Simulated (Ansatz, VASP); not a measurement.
# GaP: VASP beside Ansatz, part 2 of 2

Aim: how closely do two programs agree when they are given the same cell, functional and k mesh?

VASP 6.6.1 and Ansatz 0.2.0.

So far, gap on path (eV): step 4 (differences) 1.40.

### 5. VASP: band structure, PBE

Level of this step: PBE; plane waves and PAW (Ga_d, P) (VASP).

The same path points are solved in both programs, so levels can be compared one by one.

Input file INCAR:

```
SYSTEM = GaP
PREC = Accurate
ENCUT = 400
EDIFF = 1E-06
NELM = 100
ISMEAR = 0
SIGMA = 0.02
LREAL = .FALSE.
ALGO = Normal
GGA = PE
NBANDS = 21
LORBIT = 11
LWAVE = .FALSE.
LCHARG = .FALSE.
KPAR = 4
```

Input file POSCAR:

```
GaP
1.0
    0.0000000000      2.7252500000      2.7252500000
    2.7252500000      0.0000000000      2.7252500000
    2.7252500000      2.7252500000      0.0000000000
Ga P
1 1
Direct
    0.0000000000      0.0000000000      0.0000000000
    0.2500000000      0.2500000000      0.2500000000
```

Input file KPOINTS:

```
Automatic mesh
0
Gamma
4 4 4
0 0 0
```

Input file KPOINTS_OPT:

```
Line mode
16
Line-mode
Reciprocal
  0.00000000   0.00000000   0.00000000 GAMMA
  0.50000000   0.00000000   0.50000000 X

  0.50000000   0.00000000   0.50000000 X
  0.50000000   0.25000000   0.75000000 W

  0.50000000   0.25000000   0.75000000 W
  0.37500000   0.37500000   0.75000000 K

  0.37500000   0.37500000   0.75000000 K
  0.00000000   0.00000000   0.00000000 GAMMA

  0.00000000   0.00000000   0.00000000 GAMMA
  0.50000000   0.50000000   0.50000000 L

  0.50000000   0.50000000   0.50000000 L
  0.62500000   0.25000000   0.62500000 U

  0.62500000   0.25000000   0.62500000 U
  0.50000000   0.25000000   0.75000000 W

  0.50000000   0.25000000   0.75000000 W
  0.50000000   0.50000000   0.50000000 L

  0.50000000   0.50000000   0.50000000 L
  0.37500000   0.37500000   0.75000000 K

  0.62500000   0.25000000   0.62500000 U
  0.50000000   0.00000000   0.50000000 X
```

The projector-augmented-wave data sets are Ga_d and P (PBE family, release 64).

Started as:

```console
$ mpirun -np 4 vasp_std
```

Numbers of over 12 decimals in the logs are rounded to 6 here.

The program printed:

```text
[banner, memory and clock lines left out]
running    4 mpi-ranks, on    1 nodes
[...]
LDA part: xc-table for (Slater+PW92), standard interpolation
 POSCAR, INCAR and KPOINTS ok, starting setup
[...]
entering main loop
       N       E                     dE             d eps       ncg     rms          rms(c)
DAV:   1     0.903262928797E+02    0.90326E+02   -0.72622E+03   367   0.106E+03
DAV:   2    -0.813658652443E+00   -0.91140E+02   -0.84712E+02   356   0.267E+02
DAV:   3    -0.912470525450E+01   -0.83110E+01   -0.82320E+01   381   0.592E+01
DAV:   4    -0.927100651746E+01   -0.14630E+00   -0.14618E+00   419   0.801E+00
[...]
DAV:  10    -0.897225686198E+01   -0.94151E-04   -0.10380E-04   428   0.100E-01    0.399E-02
DAV:  11    -0.897233797358E+01   -0.81112E-04   -0.90546E-05   361   0.638E-02    0.651E-03
DAV:  12    -0.897233785966E+01    0.11392E-06   -0.22002E-06   420   0.128E-02
   1 F= -.89723379E+01 E0= -.89723379E+01  d E =-.133318E-19
 Start KPOINTS_OPT (optional k-point list driver)
k-point batch [1-8\160]
       N       E                     dE             ncg
DAV:   1     0.115118863029E+03   -0.86468E+03      385
DAV:   2    -0.651581265943E+03   -0.76670E+03      374
DAV:   3    -0.726876770501E+03   -0.75296E+02      381
DAV:   4    -0.728392918478E+03   -0.15161E+01      386
DAV:   5    -0.728413581896E+03   -0.20663E-01      381
DAV:   6    -0.728414334416E+03   -0.75252E-03      468
DAV:   7    -0.728414353120E+03   -0.18704E-04      426
DAV:   8    -0.728414353751E+03   -0.63109E-06      335
[...]
k-point batch [153-160\160]
       N       E                     dE             ncg
DAV:   1    -0.972399097038E+01   -0.49423E+04      388
DAV:   2    -0.763740019722E+03   -0.75402E+03      359
DAV:   3    -0.835976239815E+03   -0.72236E+02      414
DAV:   4    -0.837298074193E+03   -0.13218E+01      389
DAV:   5    -0.837313737355E+03   -0.15663E-01      438
DAV:   6    -0.837314287250E+03   -0.54989E-03      458
DAV:   7    -0.837314296296E+03   -0.90461E-05      433
DAV:   8    -0.837314296721E+03   -0.42442E-06      343
```

From OUTCAR (step 5):

```text
  Total        0.6716573      0.6716573      0.6716573      0.0000000      0.0000000      0.0000000
  in kB       26.5833254     26.5833254     26.5833254      0.0000000      0.0000000      0.0000000
  external PRESSURE =      26.5833254 kB  Pullay stress =       0.0000000 kB

 POSITION                                       TOTAL-FORCE (eV/Angst)
 -----------------------------------------------------------------------------------
      0.00000      0.00000      0.00000         0.000000      0.000000     -0.000000
      1.36262      1.36262      1.36262        -0.000000     -0.000000      0.000000
 -----------------------------------------------------------------------------------
    total drift:                                0.000003      0.000003      0.000002

  FREE ENERGIE OF THE ION-ELECTRON SYSTEM (eV)
  ---------------------------------------------------
  free  energy   TOTEN  =        -8.9723378597 eV

  energy  without entropy=       -8.9723378597  energy(sigma->0) =       -8.97233786

[... 2 parts as in an earlier step ...]

[... 1 further part left out ...]
[key lines of the parts left out:]
E-fermi :   4.8228
```

At this level the cell is under a pressure of 2.7 GPa, so at these settings it is away from equilibrium.

### 6. Ansatz: band structure, PBE

The same cell, functional, mesh and smearing now go to Ansatz, which takes its cutoff from its data sets.

Input file input.yaml:

```yaml
crystal:
  lattice:
    - [0.0, 2.72525, 2.72525]
    - [2.72525, 0.0, 2.72525]
    - [2.72525, 2.72525, 0.0]
  atoms:
    - { symbol: Ga, position: [0.0, 0.0, 0.0] }
    - { symbol: P, position: [0.25, 0.25, 0.25] }
hamiltonian:
  xc: pbe
  pseudopotentials: { kind: paw }
kpoints:
  mp_grid: { grid: [4, 4, 4] }
  band_path:
    path:
      - [0.0, 0.0, 0.0]
      - [0.16667, 0.0, 0.16667]
      - [0.33333, 0.0, 0.33333]
      - [0.43333, 0.0, 0.43333]
      - [0.5, 0.0, 0.5]
      - [0.5, 0.08333, 0.58333]
      - [0.5, 0.18333, 0.68333]
      - [0.5, 0.25, 0.75]
      - [0.45, 0.3, 0.75]
      - [0.40833, 0.34167, 0.75]
      - [0.35, 0.35, 0.7]
      - [0.225, 0.225, 0.45]
      - [0.075, 0.075, 0.15]
      - [0.03333, 0.03333, 0.03333]
      - [0.23333, 0.23333, 0.23333]
      - [0.4, 0.4, 0.4]
      - [0.51667, 0.46667, 0.51667]
      - [0.55833, 0.38333, 0.55833]
      - [0.60833, 0.28333, 0.60833]
      - [0.60833, 0.25, 0.64167]
      - [0.55833, 0.25, 0.69167]
      - [0.51667, 0.25, 0.73333]
      - [0.5, 0.3, 0.7]
      - [0.5, 0.38333, 0.61667]
      - [0.5, 0.48333, 0.51667]
      - [0.475, 0.475, 0.55]
      - [0.425, 0.425, 0.65]
      - [0.38333, 0.38333, 0.73333]
      - [0.59167, 0.18333, 0.59167]
      - [0.55, 0.1, 0.55]
      - [0.5, 0.0, 0.5]
    npoints: 1
scf:
  occupations: { method: gaussian, width: 0.02 }
  n_extra_bands: 7
output:
  forces: true
  stress: true
  eigenvalues: true
```

Started as:

```console
$ ansatz run input.yaml --threads 2 --pin off --max-ram 4608MiB --backend cpu --events-out ev --progress --plain --runs-dir out
```

The program printed:

```text
[...]
Crystal: 2 atoms, lattice volume = 40.481 Å³
Basis set: ecut = 420 eV, 749 PW (Γ), exchange–correlation on 54×54×54 points (8 copies of the dense FFT grid, shifted against one another)
Bands: 16, of which v1, the nominal top of the filled ones, is band 9 counted from 1 (8 counted from 0)
Symmetry: 24 space group operations
[...]
k-points: 8 of 64 (time reversal used)
[...]
k-point 0: bands = [... 5 lower, -5.3690, 7.1316, 7.1316, 7.1316, 8.9509, 10.9864, 10.9864, 10.9864, ... 3 higher]
  k-point 1: bands = [... 5 lower, -4.5925, 3.2440, 6.4645, 6.4645, 9.2705, 11.8439, 11.8439, 13.4732, ... 3 higher]
  k-point 2: bands = [... 5 lower, -3.2974, 0.4779, 6.0070, 6.0070, 8.7872, 11.8176, 11.8176, 15.3976, ... 3 higher]
  k-point 7: bands = [... 5 lower, -2.2986, 0.5580, 3.5434, 3.6948, 11.8190, 11.9815, 13.2063, 13.2586, ... 3 higher]
[key lines of the parts left out:]
SCF converged after 6 iterations
Free energy (F): -4539.408068 eV
Fermi energy:    7.946069 eV
P = ⅓ Tr σ = 2.9287 GPa (29.287 kbar)
```

It took 0.77 s on 2 threads of Arm Neoverse V2, shared host; peak memory 0.27 GiB; 1.4 s of CPU time.

For the gap on path, step 4 gave 1.40 eV; this run, with PBE, gives 1.57 eV.

### 7. Side by side

What differs besides the data sets and the points named for the pairs above, as far as they apply: VASP leaves aspherical gradient terms in its spheres out (LASPH is not set), Ansatz keeps them. Total energies have different zeros and are not compared.

Compared:

| quantity | Ansatz | VASP | difference |
| --- | --- | --- | --- |
| pressure (GPa) | 2.93 | 2.66 | +0.27 |
| gap over the path points (eV) | 1.568 | 1.565 | +0.004 |

Levels at points of the path, from each program's valence-band top (eV; 3 filled, then empty):

| k (reciprocal lattice) | Ansatz | VASP |
| --- | --- | --- |
| 0.000 0.000 0.000 | 0.00 0.00 0.00 1.82 3.85 3.85 | 0.00 0.00 0.00 1.81 3.85 3.85 |
| 0.167 0.000 0.167 | -2.26 -1.01 -1.01 2.75 3.79 5.39 | -2.26 -1.01 -1.01 2.75 3.79 5.39 |
| 0.333 0.000 0.333 | -5.05 -2.23 -2.23 1.74 2.89 8.17 | -5.05 -2.23 -2.23 1.73 2.89 8.19 |
| 0.433 0.000 0.433 | -6.40 -2.62 -2.62 1.57 2.06 9.91 | -6.41 -2.62 -2.62 1.56 2.06 9.93 |
| 0.500 0.000 0.500 | -6.78 -2.70 -2.70 1.63 1.80 10.56 | -6.78 -2.69 -2.69 1.62 1.80 10.57 |
| 0.500 0.083 0.583 | -6.73 -2.95 -2.91 2.16 2.34 9.38 | -6.74 -2.95 -2.91 2.16 2.34 9.40 |
| 0.500 0.183 0.683 | -6.61 -3.46 -3.33 3.76 3.93 7.16 | -6.61 -3.46 -3.33 3.76 3.93 7.16 |
| 0.500 0.250 0.750 | -6.57 -3.59 -3.44 4.69 4.85 6.08 | -6.58 -3.59 -3.44 4.69 4.85 6.08 |
| 0.450 0.300 0.750 | -6.57 -3.79 -2.98 3.50 4.86 6.68 | -6.57 -3.79 -2.98 3.50 4.86 6.69 |
| 0.408 0.342 0.750 | -6.57 -3.92 -2.45 2.48 4.80 7.62 | -6.57 -3.92 -2.45 2.47 4.80 7.63 |

Among the levels compared at these points, filled levels agree within 2 meV and empty ones within 21 meV.

### 8. VASP: band structure, r2SCAN

The same path points are solved in both programs, so levels can be compared one by one.

Changes to INCAR since step 5:

```diff
@@ -9,3 +9,4 @@
 ALGO = Normal
-GGA = PE
+METAGGA = R2SCAN
+LASPH = .TRUE.
 NBANDS = 21
```

POSCAR is that of step 5.

KPOINTS is that of step 5.

KPOINTS_OPT is that of step 5.

Started as:

```console
$ mpirun -np 4 vasp_std
```

The program printed:

```text
[banner, memory and clock lines left out]
running    4 mpi-ranks, on    1 nodes
[...]
[... a notice as in an earlier step ...]

 LDA part: xc-table for (None), standard interpolation
 POSCAR, INCAR and KPOINTS ok, starting setup
[...]
entering main loop
       N       E                     dE             d eps       ncg     rms          rms(c)
DAV:   1     0.783696892985E+02    0.78370E+02   -0.74539E+03   367   0.109E+03
DAV:   2    -0.149360957933E+02   -0.93306E+02   -0.86780E+02   356   0.275E+02
DAV:   3    -0.234699307504E+02   -0.85338E+01   -0.84562E+01   386   0.608E+01
DAV:   4    -0.236189483147E+02   -0.14902E+00   -0.14891E+00   406   0.823E+00
[...]
DAV:  10    -0.213300406606E+02    0.85529E-05   -0.12898E-04   394   0.648E-02    0.355E-02
DAV:  11    -0.213300361054E+02    0.45553E-05   -0.16049E-05   386   0.245E-02    0.832E-03
DAV:  12    -0.213300366799E+02   -0.57451E-06   -0.87484E-07   366   0.643E-03
   1 F= -.21330037E+02 E0= -.21330037E+02  d E =-.601371E-46
 Start KPOINTS_OPT (optional k-point list driver)
k-point batch [1-8\160]
       N       E                     dE             ncg
DAV:   1     0.727996906912E+02   -0.90700E+03      390
DAV:   2    -0.720046362047E+03   -0.79285E+03      369
DAV:   3    -0.798082545208E+03   -0.78036E+02      371
DAV:   4    -0.799659665735E+03   -0.15771E+01      399
DAV:   5    -0.799679641993E+03   -0.19976E-01      371
DAV:   6    -0.799680317071E+03   -0.67508E-03      457
DAV:   7    -0.799680336435E+03   -0.19364E-04      392
DAV:   8    -0.799680337161E+03   -0.72547E-06      350
[...]
k-point batch [153-160\160]
       N       E                     dE             ncg
DAV:   1    -0.560798125482E+02   -0.49886E+04      388
DAV:   2    -0.837582850045E+03   -0.78150E+03      359
DAV:   3    -0.911548802424E+03   -0.73966E+02      414
DAV:   4    -0.912896738277E+03   -0.13479E+01      404
DAV:   5    -0.912912723417E+03   -0.15985E-01      407
DAV:   6    -0.912913317826E+03   -0.59441E-03      502
DAV:   7    -0.912913324590E+03   -0.67636E-05      412
DAV:   8    -0.912913324617E+03   -0.27759E-07      374
```

From OUTCAR (step 8):

```text
  Total        0.0577635      0.0577635      0.0577635      0.0000000      0.0000000     -0.0000000
  in kB        2.2862052      2.2862052      2.2862052      0.0000000      0.0000000     -0.0000000
  external PRESSURE =       2.2862052 kB  Pullay stress =       0.0000000 kB

 POSITION                                       TOTAL-FORCE (eV/Angst)
 -----------------------------------------------------------------------------------
      0.00000      0.00000      0.00000        -0.000000      0.000000     -0.000000
      1.36262      1.36262      1.36262         0.000000     -0.000000      0.000000
 -----------------------------------------------------------------------------------
    total drift:                               -0.000003     -0.000003     -0.000003

  FREE ENERGIE OF THE ION-ELECTRON SYSTEM (eV)
  ---------------------------------------------------
  free  energy   TOTEN  =       -21.3300366799 eV

  energy  without entropy=      -21.3300366799  energy(sigma->0) =      -21.33003668

[... 2 parts as in an earlier step ...]

[... 1 further part left out ...]
[key lines of the parts left out:]
E-fermi :   4.7009
```

The run ends at a pressure of 0.23 GPa.

### 9. Ansatz: band structure, r2SCAN

The same cell, functional, mesh and smearing now go to Ansatz, which takes its cutoff from its data sets.

Changes to input.yaml since step 6:

```diff
@@ -9,3 +9,3 @@
 hamiltonian:
-  xc: pbe
+  xc: r2scan
   pseudopotentials: { kind: paw }
@@ -54 +54,5 @@
   eigenvalues: true
+  write_density: true
+  write_potential: true
+  elf: true
+  volumetric_format: npy
```

Started as:

```console
$ ansatz run input.yaml --threads 2 --pin off --max-ram 4608MiB --backend cpu --events-out ev --progress --plain --runs-dir out
```

The program printed:

```text
[...]
Crystal: 2 atoms, lattice volume = 40.481 Å³
Basis set: ecut = 500 eV, 965 PW (Γ), exchange–correlation on 120×120×120 points (64 copies of the dense FFT grid, shifted against one another)
Bands: 16, of which v1, the nominal top of the filled ones, is band 9 counted from 1 (8 counted from 0)
Symmetry: 24 space group operations
[...]
k-points: 8 of 64 (time reversal used)
[...]
k-point 0: bands = [... 5 lower, -6.0900, 6.9386, 6.9386, 6.9386, 9.2986, 11.0902, 11.0902, 11.0902, ... 3 higher]
  k-point 1: bands = [... 5 lower, -5.2740, 2.9627, 6.2438, 6.2438, 9.4688, 11.9876, 11.9876, 13.8188, ... 3 higher]
  k-point 2: bands = [... 5 lower, -3.9246, 0.0744, 5.7635, 5.7635, 8.9660, 11.9524, 11.9524, 15.7371, ... 3 higher]
  k-point 7: bands = [... 5 lower, -2.8893, 0.1825, 3.2155, 3.3827, 11.9514, 12.2242, 13.4568, 13.5008, ... 3 higher]
[key lines of the parts left out:]
SCF converged after 6 iterations
Free energy (F): -4550.351903 eV
Fermi energy:    7.878768 eV
P = ⅓ Tr σ = 0.4671 GPa (4.671 kbar)
```

Elapsed: 1.7 s, on 2 threads; peak memory 0.39 GiB; 3.1 s of CPU time.

Between step 4 and this run (r2SCAN and cutoff 500 eV) the value for the gap on path moves from 1.40 eV to 1.82 eV.

### 10. Differences

What differs besides the data sets and the points named for the pairs above, as far as they apply: VASP keeps PBE cores, Ansatz makes them for the functional; the cutoff is 500 eV in Ansatz and 400 eV in VASP. Total energies have different zeros and are not compared.

The two programs side by side:

| quantity | Ansatz | VASP | difference |
| --- | --- | --- | --- |
| pressure (GPa) | 0.47 | 0.23 | +0.24 |
| gap over the path points (eV) | 1.819 | 1.825 | -0.006 |

Levels at points of the path, from each program's valence-band top (eV; 3 filled, then empty):

| k (reciprocal lattice) | Ansatz | VASP |
| --- | --- | --- |
| 0.000 0.000 0.000 | 0.00 0.00 0.00 2.36 4.15 4.15 | 0.00 0.00 0.00 2.34 4.17 4.17 |
| 0.167 0.000 0.167 | -2.25 -1.05 -1.05 3.04 4.27 5.76 | -2.25 -1.04 -1.04 3.05 4.26 5.78 |
| 0.333 0.000 0.333 | -5.17 -2.33 -2.33 1.99 3.21 8.72 | -5.17 -2.33 -2.33 2.00 3.22 8.75 |
| 0.433 0.000 0.433 | -6.58 -2.73 -2.73 1.82 2.34 10.58 | -6.58 -2.73 -2.73 1.82 2.35 10.62 |
| 0.500 0.000 0.500 | -6.97 -2.81 -2.81 1.88 2.07 11.30 | -6.97 -2.81 -2.81 1.88 2.08 11.34 |
| 0.500 0.083 0.583 | -6.93 -3.07 -3.03 2.43 2.62 10.03 | -6.92 -3.06 -3.02 2.43 2.63 10.06 |
| 0.500 0.183 0.683 | -6.80 -3.59 -3.45 4.08 4.29 7.65 | -6.80 -3.58 -3.44 4.08 4.30 7.67 |
| 0.500 0.250 0.750 | -6.76 -3.72 -3.56 5.01 5.29 6.52 | -6.76 -3.72 -3.55 5.02 5.29 6.54 |
| 0.450 0.300 0.750 | -6.75 -3.93 -3.09 3.83 5.25 7.15 | -6.75 -3.92 -3.09 3.83 5.26 7.17 |
| 0.408 0.342 0.750 | -6.75 -4.06 -2.55 2.77 5.18 8.13 | -6.75 -4.05 -2.55 2.77 5.19 8.15 |

Among the levels compared at these points, filled levels agree within 7 meV and empty ones within 39 meV.

### 11. What came out

- difference in gap over the path points (band structure, LDA): -0.0053 eV
- difference in gap over the path points (band structure, PBE): 0.0039 eV
- difference in gap over the path points (band structure, r2SCAN): -0.0061 eV

The difference in gap over the path points is -0.0061 eV (band structure, r2SCAN), within the 0.08 eV picked in this series as the mark of a large difference. 1 further run of this series is not shown here. How closely two codes agree says nothing of how well the functional describes the real material.

[Lines on the potential files, build, host, timing and source positions are cut from VASP's logs without a mark.]

[Logs are printed without paths, hosts, clocks, repeated set-up lines and the standing remarks that a program may print on its own settings, such as how far it seeks lower states.]

[Hosts, paths, dates, database ids (printed as entryN), source tags and the programs' standing remarks are cut or masked in the printed files.]
